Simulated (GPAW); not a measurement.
The system is Cr.

```xyz
2
Lattice="2.7140 0.0000 0.0000 -1.3570 2.3504 0.0000 0.0000 0.0000 4.4100" Properties=species:S:1:pos:R:3 pbc="T T T"
Cr    1.3570    0.7835    3.3075
Cr    0.0000    1.5669    1.1025
```

This isn't the form of Cr at room conditions, which is bcc.

Base run:

| Quantity | Value |
| --- | --- |
| Program | GPAW 26.7.0 |
| Functional | LDA |
| Potentials or basis | the program's PAW data sets (release 1.2.1) made for this functional |
| Cutoff | 600 eV |
| Basis | pw |
| k mesh | 9 × 9 × 5 |
| Occupations | fermi-dirac, width 0.05 eV |
| Spin | collinear spin, ferromagnetic start |
| Starting moments | [3.0, 3.0] μB |

Its results: pressure -39.5 GPa; net moment 0.97 μB per cell; site moments Cr +0.42 μB.

Question: The run is repeated on the same cell with these changes: functional from LDA to PBEsol; potentials or basis from the program's PAW data sets (release 1.2.1) made for this functional to PAW data sets generated in the run's folder for this functional. What comes out?

Answer: Pressure -31.6 GPa; net moment -1.87 μB per cell; site moments Cr -0.83 μB.

Caveats: a pressure of tens of GPa on the cell as given is suspect, and the run, the potentials or the cell itself is likely at fault.
